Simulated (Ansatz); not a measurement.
# Re: stress in a strained cell

Re is deformed so: zz strain of -3 %. What stress and forces result, by LAPW, PAW and all-electron datasets made for the crystal?

Method: DFT PBE, scalar-relativistic, in Ansatz 0.2.0.

## Step 1: Starting point

It takes space group P6_3/mmc (No. 194, hexagonal). Conventional cell: a = 2.603 Å, b = 2.603 Å, c = 4.162 Å, α = 90.00°, β = 90.00°, γ = 120.00°. Re (site symmetry -6m2) has 12 Re at 2.57 to 2.60 Å as nearest neighbours.

Structure file:

```xyz
2
Lattice="2.6029 0.0000 0.0000 -1.3015 2.2542 0.0000 0.0000 0.0000 4.1620" Properties=species:S:1:pos:R:3 pbc="T T T"
Re    0.0000    1.5028    1.0405
Re    1.3015    0.7514    3.1215
```

Atoms are numbered in the order of the input: Re1, Re2.

## Step 2: The deformed structure

Space group P6_3/mmc before, P6_3/mmc after.

## Step 3: All-electron LAPW

input.yaml

```yaml
crystal:
  lattice:
    - [2.6029010724, 0.0, 0.0]
    - [-1.3014505362, 2.2541784522, 0.0]
    - [0.0, 0.0, 4.03714]
  atoms:
    - { symbol: Re, position: [0.3333333333, 0.6666666667, 0.25] }
    - { symbol: Re, position: [0.6666666667, 0.3333333333, 0.75] }
kpoints:
  mp_grid: { grid: [14, 14, 8] }
  band_path:
    path:
      - [0.0, 0.0, 0.0]
      - [0.5, 0.0, 0.0]
      - [0.3333333333, 0.3333333333, 0.0]
      - [0.0, 0.0, 0.0]
      - [0.0, 0.0, 0.5]
      - [0.5, 0.0, 0.5]
      - [0.3333333333, 0.3333333333, 0.5]
      - [0.0, 0.0, 0.5]
      - [0.5, 0.0, 0.5]
    npoints: 5
scf:
  occupations: { method: fermi_dirac, width: 0.05 }
hamiltonian:
  xc: pbe
  pseudopotentials: { kind: all_electron, lapw: { basis_error: 0.00025 } }
output:
  forces: true
  stress: true
  eigenvalues: true
```

Started as:

```console
$ ansatz run input.yaml --threads 1 --pin off --max-ram 3072MiB --backend cpu --events-out ev --progress --plain --runs-dir out
```

## Step 4: Frozen-core PAW

input.yaml

```yaml
crystal:
  lattice:
    - [2.6029010724, 0.0, 0.0]
    - [-1.3014505362, 2.2541784522, 0.0]
    - [0.0, 0.0, 4.03714]
  atoms:
    - { symbol: Re, position: [0.3333333333, 0.6666666667, 0.25] }
    - { symbol: Re, position: [0.6666666667, 0.3333333333, 0.75] }
kpoints:
  mp_grid: { grid: [14, 14, 8] }
scf:
  occupations: { method: fermi_dirac, width: 0.05 }
hamiltonian:
  xc: pbe
  pseudopotentials: { kind: paw }
output:
  forces: true
  stress: true
  eigenvalues: true
  efg: { contact_densities: true }
  write_density: true
  write_potential: true
  elf: true
  volumetric_format: npy
```

## Step 5: Datasets made for this crystal

input.yaml, as its differences from that of step 4:

```diff
@@ -14,3 +14,3 @@
   xc: pbe
-  pseudopotentials: { kind: paw }
+  pseudopotentials: { kind: all_electron, datasets: crystal }
 output:
@@ -20,5 +20 @@
   efg: { contact_densities: true }
-  write_density: true
-  write_potential: true
-  elf: true
-  volumetric_format: npy
```

(Steps that only read results are left out.)

Q: Predict the outcome of this session. Wanted: pressure; largest shear or deviatoric stress.

**Answer**, as computed:

| quantity | value |
| --- | --- |
| pressure | LAPW 140.28, PAW 140.76, crystal datasets 140.28 GPa |
| largest shear or deviatoric stress (LAPW) | 23.37 GPa |

**Reading.** The largest part of the stress beyond the pressure is 23.37 GPa in size, in the zz component; the atoms are carried along and not relaxed. No run of the undeformed cell stands beside it, so the pressure holds what the given cell had before the change. PAW: stress within 0.52 GPa of LAPW. Crystal datasets: stress within 0.01 GPa of LAPW. Spin-orbit coupling is left out, though the cell holds Re; in elements this heavy it can shift bands and gaps by tenths of an eV.
